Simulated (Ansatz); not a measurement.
Structure types of Pb at a series of pressures

All-electron LAPW in Ansatz 0.2.0 under PBE, scalar-relativistic, energies extrapolated to zero smearing, no spin–orbit coupling; spin polarisation is left out. At each pressure a set of structure types was relaxed with symmetry kept. The table gives H = E + pV above the lowest type of that row in meV/atom (up to 5 of noise); a dash means not tried or turned into another type. Real phases may be missing from the set. k spacings are near 0.17 to 0.21 Å⁻¹, smearing 0.05 to 0.1 eV.

Among hcp, fcc, simple hexagonal, bcc, beta tin, omega, which leads at 0.25, 4.9, 17, 64, 140 GPa?

fcc at 0.25 GPa; fcc at 4.9 GPa; fcc or hcp at 17 GPa; hcp at 64 GPa; hcp at 140 GPa.

| p (GPa) | V of the lowest (Å³/atom) | hcp | fcc | simple hexagonal | bcc | beta tin | omega |
| --- | --- | --- | --- | --- | --- | --- | --- |
| 0.25 | 31.82 | 13 | 0 | 103 | 45 | 136 | 58 |
| 4.9 | 29.04 | 17 | 0 | 135 | 44 | 174 | – |
| 17 | 25.20 | 8 | 0 | 200 | 34 | 236 | 68 |
| 64 | 19.53 | 0 | 31 | 388 | 28 | – | – |
| 140 | 16.22 | 0 | 83 | 631 | 9 | – | 156 |
